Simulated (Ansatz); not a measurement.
# Cobalt, hcp under PBEsol: structure, energy and stiffness

The plan for cobalt in the hcp structure: relax it, solve it on a dense k-mesh, switch on spin-orbit coupling, then scale the cell to 7 volumes from 88 to 112 % of the relaxed one and try a fit of the equation of state. The start is antiferromagnetic (alternate layers). The k-meshes are 14×14×8 for the relaxation; 24×24×13 for the dense run; 15×15×8 for spin-orbit coupling; 24×24×13 for the volumes. It starts from a deposited cell (COD).

Computed with Ansatz 0.2.0 (DFT PBEsol, plane waves (420 eV) with PAW, scalar-relativistic; PAW files made under PBE, frozen cores solved again for the functional, unless a step says otherwise).

### 1 The system as given

It takes space group P6_3/mmc (No. 194, hexagonal). The conventional cell has a = 2.507 Å, b = 2.507 Å, c = 4.069 Å, α = 90.00°, β = 90.00°, γ = 120.00°. Co (site symmetry -6m2) is surrounded by 12 Co at 2.50 to 2.51 Å.

Coordinates:

```cif
data_structure
_symmetry_space_group_name_H-M 'P6_3/mmc'
_symmetry_Int_Tables_number 194
_cell_length_a 2.5071
_cell_length_b 2.5071
_cell_length_c 4.0686
_cell_angle_alpha 90.000
_cell_angle_beta 90.000
_cell_angle_gamma 120.000
_cell_volume 22.15
loop_
_atom_site_label
_atom_site_type_symbol
_atom_site_symmetry_multiplicity
_atom_site_Wyckoff_symbol
_atom_site_fract_x
_atom_site_fract_y
_atom_site_fract_z
_atom_site_occupancy
Co1 Co 2 c 0.33333 0.66667 0.25000 1
```

The atoms start with moments of +1.7, -1.7 μB.

### 2 Relaxing cell and atoms

File input.yaml:

```yaml
crystal:
  lattice:
    - [2.5070990085, 0.0, 0.0]
    - [-1.2535495042, 2.1712114311, 0.0]
    - [0.0, 0.0, 4.0686]
  atoms:
    - { symbol: Co, position: [0.3333333333, 0.6666666667, 0.25], spin: 1.7 }
    - { symbol: Co, position: [0.6666666667, 0.3333333333, 0.75], spin: -1.7 }
hamiltonian:
  xc: pbesol
  pseudopotentials:
    kind: paw
    azcp:
      Co: "pseudopotentials/Co.paw.azcp"
basis:
  ecutwfc: 420
  fft_grid_basis: typed
kpoints:
  mp_grid: { grid: [14, 14, 8], shift: [0, 0, 0] }
magnetization:
  spin_polarized: true
scf:
  occupations: { method: fermi_dirac, width: 0.05 }
relax:
  max_steps: 60
  f_tol: 0.01
  cell: {}
```

What it wrote:

```text
Warning: <dir> the record states the generating functional pbe (its physics header spells it `PBE`), which answers neither for hamiltonian.xc's functional nor for the pbesol family's — results may be inconsistent (PPs are generated against a specific XC)
Engine: ansatz 0.2.0, x86_64-unknown-linux-gnu
Pseudopotentials: kind: paw
Pseudopotential: Co, paw, valence charge 17, recommended cutoff 420 eV (normal), <dir>
Functional definition: PBEsol
  exchange = pbesol_x
  correlation = pbesol_c
Crystal: 2 atoms, lattice volume = 22.147 Å³
Basis set: ecut = 420 eV, 415 PW (Γ), exchange–correlation on 36×36×60 points (8 copies of the dense FFT grid, shifted against one another)
Bands: 23, of which v1, the nominal top of the filled ones, is band 17 counted from 1 (16 counted from 0)
Symmetry: 12 space group operations
Space group: P-6m2 (ITA 187), of the structure as read, at distance tolerance 2.8e-5 Å
Magnetic group: BNS 194.267 (UNI 1497), of the structure as read, at distance tolerance 2.8e-5 Å
k-points: 120 of 1568 (time reversal used)
Non-local potential: Co, projectors of the file, l = 0: 3, l = 1: 2, l = 2: 3, l = 3: 1
PAW form: soft (Blöchl's): semilocal exchange-correlation on the pseudo side does not see the compensation charge
PAW frozen core: Co, regenerated for the run's functional, and the local potential with it (the file was generated under x = pbe(κ = 0.804, μ = 0.2195149727645171), c = pbe(β = 0.06672455060314922))
PAW one-centre angular grid: Co, 590 points (default); XC on 64 Gauss nodes
Initial density: superposition of atomic densities (chi_scale 0.1, normalization cell)
Starting moments: Σ|m| = 3.4 μB on 2 of 2 sites
Starting magnetic order: antiferromagnet; an inversion exchanges its spin sublattices: spin-degenerate at every k-point
Initial wavefunctions: pseudopotential atomic-orbital guess
Functional: x = pbesol(κ = 0.804, μ = 0.12345679012345678), c = pbesol(β = 0.046)
SCF iter   1: F=—  HF=-10185.247546 eV  |F-HF|=—  |Δ(HF+E_count)|=         —  Δρ=7.86e-2 (↑7.86e-2 ↓7.86e-2)  dr2=3.05e0  dr2_m=2.32e-2  M=-0.000 μB ∫|m|=3.127 μB  β_m=0.30  ethr=3.10e-3  ⟨swp⟩=5.4  Hψ=20998  notcnv=0  defer=9
Mixer restart at iter 1: flushing history
preconditioner: auto → none  [metal: Δε(μ)=0.008 eV  Ē_g=8.895 eV  σ=0.050 eV  W_gap=0.04  n_scr=8 (ndim 8)  ℏωp=33.5 eV  f_vac=0.000  D(μ)=3.73/eV (n_scr^D=66)  sad-step TF]
SCF iter   2: F=—  HF=-10184.215631 eV  |F-HF|=—  |Δ(HF+E_count)|=    1.03e0  Δρ=2.14e-2 (↑2.14e-2 ↓2.14e-2)  dr2=2.26e-1  dr2_m=1.86e-2  M=-0.000 μB ∫|m|=3.130 μB  β_m=0.35  ethr=3.10e-3  ⟨swp⟩=2.3  Hψ=11002  notcnv=0  defer=62
SCF iter   3: F=—  HF=-10184.698570 eV  |F-HF|=—  |Δ(HF+E_count)|=         —  Δρ=2.98e-2 (↑2.98e-2 ↓2.98e-2)  dr2=1.66e-2  dr2_m=1.68e-1  M=0.000 μB ∫|m|=2.710 μB  β_m=0.35  ethr=6.66e-4  ⟨swp⟩=2.0  Hψ=6992  notcnv=0  defer=62
Mixer restart at iter 3: flushing history
SCF iter   4: F=—  HF=-10185.051559 eV  |F-HF|=—  |Δ(HF+E_count)|=   3.53e-1  Δρ=2.85e-2 (↑2.85e-2 ↓2.85e-2)  dr2=7.59e-3  dr2_m=1.61e-1  M=-0.000 μB ∫|m|=2.592 μB  β_m=0.60  ethr=4.88e-5  ⟨swp⟩=2.2  Hψ=10760  notcnv=0  defer=62
SCF iter   5: F=—  HF=-10185.441824 eV  |F-HF|=—  |Δ(HF+E_count)|=   3.90e-1  Δρ=1.87e-2 (↑1.87e-2 ↓1.85e-2)  dr2=3.03e-2  dr2_m=5.94e-2  M=0.001 μB ∫|m|=2.336 μB  β_m=0.40  ethr=2.23e-5  ⟨swp⟩=2.0  Hψ=11398  notcnv=0  defer=64
SCF iter   6: F=—  HF=-10185.504151 eV  |F-HF|=—  |Δ(HF+E_count)|=   6.23e-2  Δρ=2.02e-2 (↑1.98e-2 ↓2.02e-2)  dr2=8.72e-2  dr2_m=4.43e-2  M=-0.002 μB ∫|m|=2.085 μB  β_m=0.52  ethr=2.23e-5  ⟨swp⟩=2.1  Hψ=12082  notcnv=0  defer=76
SCF iter   7: F=—  HF=-10185.430269 eV  |F-HF|=—  |Δ(HF+E_count)|=   7.39e-2  Δρ=6.55e-3 (↑6.55e-3 ↓6.47e-3)  dr2=1.78e-2  dr2_m=1.27e-3  M=0.000 μB ∫|m|=1.912 μB  β_m=0.76  ethr=2.23e-5  ⟨swp⟩=2.4  Hψ=10585  notcnv=0  defer=78
SCF iter   8: F=—  HF=-10185.471444 eV  |F-HF|=—  |Δ(HF+E_count)|=   4.12e-2  Δρ=6.04e-3 (↑5.93e-3 ↓6.04e-3)  dr2=1.86e-2  dr2_m=1.52e-4  M=-0.002 μB ∫|m|=1.933 μB  β_m=0.77  ethr=2.23e-5  ⟨swp⟩=2.0  Hψ=8734  notcnv=0  defer=78
SCF iter   9: F=—  HF=-10186.950323 eV  |F-HF|=—  |Δ(HF+E_count)|=         —  Δρ=2.70e-1 (↑2.70e-1 ↓2.67e-1)  dr2=3.31e-2  dr2_m=1.47e1  M=2.977 μB ∫|m|=3.083 μB  β_m=0.77  ethr=2.23e-5  ⟨swp⟩=2.1  Hψ=8988  notcnv=0  defer=78
Mixer restart at iter 9: flushing history
SCF iter  10: F=—  HF=-10186.051769 eV  |F-HF|=—  |Δ(HF+E_count)|=   8.99e-1  Δρ=1.09e-1 (↑8.60e-2 ↓1.09e-1)  dr2=4.02e-1  dr2_m=1.86e0  M=3.105 μB ∫|m|=3.318 μB  β_m=0.89  ethr=2.23e-5  ⟨swp⟩=3.2  Hψ=14376  notcnv=0  defer=79
SCF iter  11: F=—  HF=-10187.350815 eV  |F-HF|=—  |Δ(HF+E_count)|=    1.30e0  Δρ=2.37e-1 (↑1.25e-1 ↓2.37e-1)  dr2=2.43e1  dr2_m=7.12e-1  M=3.060 μB ∫|m|=3.307 μB  β_m=0.53  ethr=2.23e-5  ⟨swp⟩=4.5  Hψ=20397  notcnv=0  defer=86  recentre
SCF iter  12: F=—  HF=-10185.923301 eV  |F-HF|=—  |Δ(HF+E_count)|=    1.43e0  Δρ=1.76e-2 (↑2.70e-3 ↓1.76e-2)  dr2=5.12e-2  dr2_m=1.76e-2  M=3.224 μB ∫|m|=3.503 μB  β_m=0.56  ethr=2.23e-5  ⟨swp⟩=4.2  Hψ=19940  notcnv=0  defer=101
SCF iter  13: F=—  HF=-10185.924915 eV  |F-HF|=—  |Δ(HF+E_count)|=   1.61e-3  Δρ=5.89e-3 (↑5.89e-3 ↓3.37e-3)  dr2=8.69e-3  dr2_m=7.61e-4  M=3.234 μB ∫|m|=3.528 μB  β_m=0.44  ethr=2.23e-5  ⟨swp⟩=2.1  Hψ=12663  notcnv=0  defer=86
SCF iter  14: F=—  HF=-10185.922315 eV  |F-HF|=—  |Δ(HF+E_count)|=   2.60e-3  Δρ=1.27e-3 (↑9.94e-4 ↓1.27e-3)  dr2=1.35e-4  dr2_m=2.16e-4  M=3.234 μB ∫|m|=3.532 μB  β_m=0.62  ethr=2.23e-5  ⟨swp⟩=2.4  Hψ=10907  notcnv=0  defer=86
SCF iter  15: F=—  HF=-10185.922527 eV  |F-HF|=—  |Δ(HF+E_count)|=   2.12e-4  Δρ=2.75e-4 (↑1.80e-4 ↓2.75e-4)  dr2=9.79e-6  dr2_m=1.00e-5  M=3.234 μB ∫|m|=3.541 μB  β_m=0.64  ethr=3.98e-7  ⟨swp⟩=2.0  Hψ=8539  notcnv=0  defer=86
SCF iter  16: F=—  HF=-10185.922530 eV  |F-HF|=—  |Δ(HF+E_count)|=   2.44e-6  Δρ=9.63e-5 (↑5.93e-5 ↓9.63e-5)  dr2=7.82e-7  dr2_m=9.17e-7  M=3.233 μB ∫|m|=3.541 μB  β_m=0.63  ethr=2.88e-8  ⟨swp⟩=2.3  Hψ=7803  notcnv=0  defer=86
SCF iter  17: F=—  HF=-10185.922530 eV  |F-HF|=—  |Δ(HF+E_count)|=   1.64e-7  Δρ=3.18e-5 (↑2.22e-5 ↓3.18e-5)  dr2=6.59e-8  dr2_m=1.23e-7  M=3.233 μB ∫|m|=3.541 μB  β_m=0.76  ethr=2.30e-9  ⟨swp⟩=2.0  Hψ=7617  notcnv=0  defer=86
SCF iter  18: F=—  HF=-10185.922530 eV  |F-HF|=—  |Δ(HF+E_count)|=   8.11e-8  Δρ=4.43e-6 (↑4.43e-6 ↓3.16e-6)  dr2=6.56e-10  dr2_m=2.67e-9  M=3.233 μB ∫|m|=3.542 μB  β_m=0.84  ethr=1.94e-10  ⟨swp⟩=2.1  Hψ=7921  notcnv=0  defer=86
SCF iter  19: F=-10185.922530 eV  HF=-10185.922530 eV  |F-HF|=8.33e-9  |Δ(HF+E_count)|=  8.69e-10  Δρ=5.44e-6 (↑1.60e-6 ↓5.44e-6)  dr2=9.22e-9  dr2_m=9.75e-10  M=3.233 μB ∫|m|=3.542 μB  ethr=1.93e-12  ⟨swp⟩=1.0  Hψ=15938  notcnv=0
WARN: the starting moments were not kept: 1 of 2 ended reversed and 1 kept their direction, counting a site from 0.1 μB. The largest reversed, site 1 (counted from 0, in the order of the report's site_moments_mub), started with -1.7 μB and closes at +1.7e0 μB in its sphere. The starting moments cancel, and the net magnetisation is 3.3e0 μB in size, over 0.1 of its absolute magnetisation of 3.5e0 μB. The SCF closed on another magnetic arrangement than the starting moments describe; that does not show which of the two is lower. To try another start: change the starting moments (crystal.atoms[].spin, magnetization.per_species, magnetization.initial_magnetization, or on a non-collinear deck that types none of these the spinor_matrix: blocks that start its atoms; where the total moment is fixed, keep their sum and leave initial_magnetization as it is; typed ones take the place of any that the run laid by itself, positive ones on a crystal's lanthanoids without a Hubbard term where scf.initial_density.shell_occupations: [] is typed); see also scf.mixing.spin_hold.
SCF 1 converged in 19 iterations: F = -10185.922530 eV  dr2 = 9.22e-9
relax step   1: F+E_penalty+E_count = -10185.92252980 eV  Δ(F+E_penalty+E_count) = +0.000e0 eV  max|allowed force component| = 7.864e-17 eV/Å  Δτ_max = 0.0000 Å  P = -13.809 GPa  Ω = 22.147 Å³  (19 SCF iters, dr2 threshold 1.00e-7 eV, accepted)
[... from here on, the SCF cycles and remarks between the steps are left out ...]
relax step   2: F+E_penalty+E_count = -10185.97703511 eV  Δ(F+E_penalty+E_count) = -5.451e-2 eV  max|allowed force component| = 5.320e-17 eV/Å  Δτ_max = 0.0000 Å  P = -6.935 GPa  Ω = 21.336 Å³  energy of the carried Pulay correction = +1.035e-3 eV  (11 SCF iters, dr2 threshold 2.00e-7 eV, accepted)
relax step   3: F+E_penalty+E_count = -10185.99188425 eV  Δ(F+E_penalty+E_count) = -1.485e-2 eV  max|allowed force component| = 6.592e-17 eV/Å  Δτ_max = 0.0000 Å  P = +1.494 GPa  Ω = 20.576 Å³  energy of the carried Pulay correction = +2.040e-3 eV  (10 SCF iters, dr2 threshold 2.00e-7 eV, accepted)
relax step   4: F+E_penalty+E_count = -10185.99226869 eV  Δ(F+E_penalty+E_count) = -3.844e-4 eV  max|allowed force component| = 3.701e-17 eV/Å  Δτ_max = 0.0000 Å  P = -0.116 GPa  Ω = 20.707 Å³  energy of the carried Pulay correction = +1.865e-3 eV  (8 SCF iters, dr2 threshold 2.00e-7 eV, accepted)
relax step   5: F+E_penalty+E_count = -10185.99228491 eV  Δ(F+E_penalty+E_count) = -1.623e-5 eV  max|allowed force component| = 7.401e-17 eV/Å  Δτ_max = 0.0000 Å  P = -0.001 GPa  Ω = 20.697 Å³  energy of the carried Pulay correction = +1.877e-3 eV  (7 SCF iters, dr2 threshold 3.90e-8 eV, accepted)
relax step   6: F+E_penalty+E_count = -10185.99095357 eV  Δ(F+E_penalty+E_count) = +1.331e-3 eV  max|allowed force component| = 7.401e-17 eV/Å  Δτ_max = 0.0000 Å  P = -0.088 GPa  Ω = 20.697 Å³  stress off target by 8.87e-2 GPa  SCF on the basis re-selected at this cell (its energy is not comparable with the rows above)  (10 SCF iters)
relax step   7: F+E_penalty+E_count = -10185.99096499 eV  Δ(F+E_penalty+E_count) = -1.142e-5 eV  max|allowed force component| = 3.932e-17 eV/Å  Δτ_max = 0.0000 Å  P = +0.001 GPa  Ω = 20.690 Å³  energy of the carried Pulay correction = +9.427e-6 eV  (7 SCF iters, dr2 threshold 1.97e-8 eV, accepted)
relax step   8: F+E_penalty+E_count = -10185.99095353 eV  Δ(F+E_penalty+E_count) = +1.146e-5 eV  max|allowed force component| = 3.932e-17 eV/Å  Δτ_max = 0.0000 Å  P = -0.000 GPa  Ω = 20.690 Å³  stress off target by 1.12e-3 GPa  SCF on the basis re-selected at this cell (its energy is not comparable with the rows above)  (7 SCF iters)
basis re-selected at this cell: Δ(F+E_penalty+E_count) = +1.146e-5 eV, ΔP = -0.001 GPa vs the last step (what re-selecting the basis moved, of the pressure what is left beyond the Pulay correction that the steps carried, after the strain that the cell walked since its last selection, with what the two solves' SCF thresholds leave and, on support functions, any second-order correction that the steps lacked; it is no measure of the basis error at this ecutwfc). This SCF's stress stands 1.12e-3 GPa from its target on what of the cell is left free (relax.cell.stress_tol is 5.00e-2 GPa) and its largest allowed force component is 3.93e-17 eV/Å (relax.f_tol is 1.00e-2 eV/Å): within both
SCF converged after 7 iterations
Magnetization: 3.0698 μB (18.5349 up, 15.4651 down)
Absolute magnetization: 3.3563 μB (∫|ρ↑−ρ↓|, with the PAW one-centre terms)
Spin contamination: 0.0459 ħ² per cell (⟨S²⟩ above its minimum at these occupations)
Per-site moments (μB) at R_I (Å): [(1.6009940528500288, 1.0055677153579898), (1.600994585593272, 1.0055677153579898)]
Free energy (F): -10185.990954 eV
Harris-Foulkes:  -10185.990954 eV  (|F-HF|=1.09e-11)
Internal energy: -10185.977861 eV  (E = F + TS)
E sigma→0 (E₀):  -10185.984407 eV
Entropy (-TS):   -0.013092 eV (-6.546 meV/atom)
Fermi energy:    19.606755 eV
--- Per-component energies (eV) ---
  E_band       = -455.761429
  E_kinetic    = 910.383637
  E_local      = -5527.513269  (includes V_loc(G=0)·N_el)
  E_nonlocal   = 910.978435
  E_hartree    = 2317.388272
  E_xc         = -316.513592
  E_vxc        = -410.377616  (∫ρ·V_xc dr)
  E_paw        = -2965.118926  (= ΣΔE_a)
  E_vpaw       = -974.009204  (= ΣTr[D̂ρ^β])
  E_aug_tail   = 0.000113  (compensation charges beyond the density's cutoff)
  E_ewald      = -5515.959369
  E_core_change = 0.376838  (= ΣΔE_core)
  E_smearing   = -0.013092  (= −TS)
  E_closure    = -0.000000  (closes the sum)
  Σ components = -10185.990954   (vs F -10185.990954, Δ=0.00e0)
--- Forces (eV/Å), atoms counted from 1 ---
  atom   1  Co     0.00000000     0.00000000     0.00000000
  atom   2  Co    -0.00000000    -0.00000000    -0.00000000
  max |Σ_I F_I| component: 9.25e-18 eV/Å
--- Stress (GPa, compression-positive) ---
       -0.001118       0.000000       0.000000
        0.000000      -0.001118       0.000000
        0.000000       0.000000       0.000774
  P = ⅓ Tr σ = -0.0005 GPa (-0.005 kbar)
--- Relaxed structure (6 steps of the walk, 6 accepted, 2 SCFs on fresh bases) ---
  F+E_penalty+E_count = -10185.99095353 eV   max|allowed force component| = 3.932e-17 eV/Å   (the final SCF, on the basis selected at the relaxed cell)
  cell:  # Å, volume = 20.6899 Å³
    - [2.453870720037649, -2.825459615260596e-11, -2.6363861138216448e-33]
    - [-1.226935359994355, 2.125114381169544, 3.204296084098222e-33]
    - [-4.278411226036053e-33, 4.278411226036053e-33, 3.9675762851400482]
  atoms:
    - { symbol: Co, position: [0.3333333333333332, 0.6666666666666665, 0.24999999999999997] }
    - { symbol: Co, position: [0.6666666666666666, 0.33333333333333326, 0.75] }
```

Wall time 2.7 min (1 thread of an x86-64 CPU, shared host); peak memory 0.57 GiB.

The walk, from the log:

```csv
step,energy change (meV/atom),largest force (eV/Å),pressure (GPa),volume (Å³/atom)
1,0.00,0.0000,-13.81,11.074
2,-27.25,0.0000,-6.93,10.668
3,-34.68,0.0000,1.49,10.288
4,-34.87,0.0000,-0.12,10.353
5,-34.88,0.0000,0.00,10.349
6,-34.21,0.0000,-0.09,10.349
7,-34.22,0.0000,0.00,10.345
8,-34.21,0.0000,0.00,10.345
```

Steps that repeat a cell are solved on a basis chosen anew, so their changes of energy are no gain of the relaxation.

The cell of the run, before and after:

|  | before | after | change |
| --- | --- | --- | --- |
| a (Å) | 2.507 | 2.454 | -2.1 % |
| b (Å) | 2.507 | 2.454 | -2.1 % |
| c (Å) | 4.069 | 3.968 | -2.5 % |
| volume (Å³/atom) | 11.074 | 10.345 | -6.6 % |
| shortest distance (Å) | 2.497 | 2.438 | -2.4 % |
| space group (spins left aside) | P6_3/mmc | P6_3/mmc | same |

### 3 The energy on a finer k-mesh

File input.yaml:

```yaml
crystal:
  lattice:
    - [2.45387072, 0.0, 0.0]
    - [-1.22693536, 2.1251143812, 0.0]
    - [0.0, 0.0, 3.9675762851]
  atoms:
    - { symbol: Co, position: [0.3333333333, 0.6666666667, 0.25], spin: 1.601 }
    - { symbol: Co, position: [0.6666666667, 0.3333333333, 0.75], spin: 1.601 }
hamiltonian:
  xc: pbesol
  pseudopotentials:
    kind: paw
    azcp:
      Co: "pseudopotentials/Co.paw.azcp"
basis:
  ecutwfc: 420
  fft_grid_basis: typed
kpoints:
  mp_grid: { grid: [24, 24, 13], shift: [0, 0, 0] }
magnetization:
  spin_polarized: true
scf:
  occupations: { method: fermi_dirac, width: 0.05 }
```

What it wrote (excerpt; [...] marks lines left out):

```text
Warning: <dir> the record states the generating functional pbe (its physics header spells it `PBE`), which answers neither for hamiltonian.xc's functional nor for the pbesol family's — results may be inconsistent (PPs are generated against a specific XC)
[...]
[... 3 set-up lines as earlier in the session ...]
[...]
Crystal: 2 atoms, lattice volume = 20.690 Å³
Basis set: ecut = 420 eV, 391 PW (Γ)
Bands: 23, of which v1, the nominal top of the filled ones, is band 17 counted from 1 (16 counted from 0)
Symmetry: 24 space group operations
Space group: P63/mmc (ITA 194), of the structure as read, at distance tolerance 2.7e-5 Å
Magnetic group: BNS 194.263 (UNI 1493), of the structure as read, at distance tolerance 2.7e-5 Å
k-points: 427 of 7488
[...]
Starting moments: Σ|m| = 3.202 μB on 2 of 2 sites
[...]
SCF iter   1: F=—  HF=-10185.656599 eV  |F-HF|=—  |Δ(HF+E_count)|=         —  Δρ=1.27e-1 (↑4.33e-2 ↓1.27e-1)  dr2=3.41e0  dr2_m=3.39e-1  M=3.196 μB ∫|m|=3.309 μB  β_m=0.30  ethr=3.10e-3  ⟨swp⟩=5.3  Hψ=73603  notcnv=0
[...]
SCF iter  10: F=-10185.992083 eV  HF=-10185.992083 eV  |F-HF|=2.29e-10  |Δ(HF+E_count)|=   1.91e-9  Δρ=1.49e-6 (↑4.15e-7 ↓1.49e-6)  dr2=4.16e-10  dr2_m=5.69e-11  M=3.140 μB ∫|m|=3.416 μB  ethr=4.87e-12  ⟨swp⟩=1.0  Hψ=57324  notcnv=0
[...]
SCF converged after 10 iterations
Magnetization: 3.1398 μB (18.5699 up, 15.4301 down)
Absolute magnetization: 3.4174 μB (∫|ρ↑−ρ↓|, with the PAW one-centre terms)
Spin contamination: 0.0454 ħ² per cell (⟨S²⟩ above its minimum at these occupations)
Per-site moments (μB) at R_I (Å): [(1.6341365664850673, 1.0055677153522256), (1.6341365664850676, 1.0055677153522256)]
Free energy (F): -10185.992083 eV
[...]
E sigma→0 (E₀):  -10185.985152 eV
Entropy (-TS):   -0.013862 eV (-6.931 meV/atom)
Fermi energy:    19.594502 eV
[...]
```

Wall time 40 s (1 thread of an x86-64 CPU, shared host); peak memory 0.71 GiB.

### 4 With spin-orbit coupling

File input.yaml:

```yaml
crystal:
  lattice:
    - [2.45387072, 0.0, 0.0]
    - [-1.22693536, 2.1251143812, 0.0]
    - [0.0, 0.0, 3.9675762851]
  atoms:
    - { symbol: Co, position: [0.3333333333, 0.6666666667, 0.25], spin: 1.634, spin_axis: [0, 0, 1] }
    - { symbol: Co, position: [0.6666666667, 0.3333333333, 0.75], spin: 1.634, spin_axis: [0, 0, 1] }
hamiltonian:
  xc: pbesol
  pseudopotentials:
    kind: paw_fr
    azcp:
      Co: "pseudopotentials/Co.paw.azcp"
basis:
  ecutwfc: 420
  fft_grid_basis: typed
kpoints:
  mp_grid: { grid: [15, 15, 8], shift: [0, 0, 0] }
magnetization:
  noncollinear: true
  spin_orbit: true
scf:
  occupations: { method: fermi_dirac, width: 0.05 }
```

What it wrote (excerpt; [...] marks lines left out):

```text
Warning: <dir> the record states the generating functional pbe (its physics header spells it `PBE`), which answers neither for hamiltonian.xc's functional nor for the pbesol family's — results may be inconsistent (PPs are generated against a specific XC)
[...]
Pseudopotentials: kind: paw_fr
Pseudopotential: Co, paw_fr, valence charge 17, recommended cutoff 420 eV (normal), <dir>
[... 1 set-up line as earlier in the session ...]
[...]
Crystal: 2 atoms, lattice volume = 20.690 Å³
Basis set: ecut = 420 eV, 391 PW (Γ)
Bands: 42, of which v1, the nominal top of the filled ones, is band 34 counted from 1 (33 counted from 0)
Symmetry: 12 space group operations + 12 with time reversal
Magnetic group: BNS 194.270 (UNI 1500), of the structure as read, at distance tolerance 2.7e-5 Å
k-points: 135 of 1800 (time reversal used)
Projection manifold: j_resolved (fully-relativistic pseudo-atomic orbitals)
[...]
Starting moments: Σ|m| = 3.268 μB on 2 of 2 sites
[...]
SCF iter   1: F=—  HF=-10186.474537 eV  |F-HF|=—  |Δ(HF+E_count)|=         —  Δρ=7.84e-2  dr2=6.71e-1  dr2_m=2.04e-1  ethr=1.90e-3  |M|=3.04e0 ∫|m|=3.10e0 μB  |m|>n=0.0e0 m-floor=0.0e0 τ_xc=3.2e-15 mc-row=0.0e0  β_m=1.00  ⟨swp⟩=1.1  Hψ=35126  notcnv=0
[...]
spin-set hold released at iteration 7 (site moments contracting): the magnetisation degrees of freedom join the quasi-Newton model from the next iteration; the mixer history was flushed
[...]
SCF iter  13: F=-10186.480422 eV  HF=-10186.480422 eV  |F-HF|=1.38e-9  |Δ(HF+E_count)|=   2.38e-8  Δρ=5.28e-6  dr2=1.66e-9  dr2_m=3.93e-10  ethr=7.69e-11  |M|=3.17e0 ∫|m|=3.44e0 μB  |m|>n=0.0e0 m-floor=0.0e0 τ_xc=9.4e-5 mc-row=0.0e0  ⟨swp⟩=3.0  Hψ=11862  notcnv=0
[...]
SCF converged after 13 iterations
Magnetization: |M| = 3.1708 μB,  M = (+0.0000, +0.0000, +3.1708) μB
Absolute magnetization: 3.4421 μB (∫|m|, with the PAW one-centre terms)
  site 0: m = (-0.0000, -0.0000, +1.6482) μB, |m| = 1.6482 μB  (R = 1.01 Å)
  site 1: m = (-0.0000, -0.0000, +1.6482) μB, |m| = 1.6482 μB  (R = 1.01 Å)
Free energy (F): -10186.480422 eV
[...]
E sigma→0 (E₀):  -10186.473720 eV
Entropy (-TS):   -0.013404 eV (-6.702 meV/atom)
Fermi energy:    19.594306 eV
[...]
```

It took 53 s on 1 thread of an x86-64 CPU, shared host; peak memory 0.64 GiB.

With and without spin-orbit coupling:

```csv
,scalar-relativistic,with spin-orbit coupling
k-mesh,24×24×13,15×15×8
gap on the mesh,none (levels filled in part),none (levels filled in part)
magnetic state,ferromagnetic,ferromagnetic
```

The meshes differ, so small differences between the columns need not come from spin-orbit coupling.

(Part 1 of 2 ends here.)
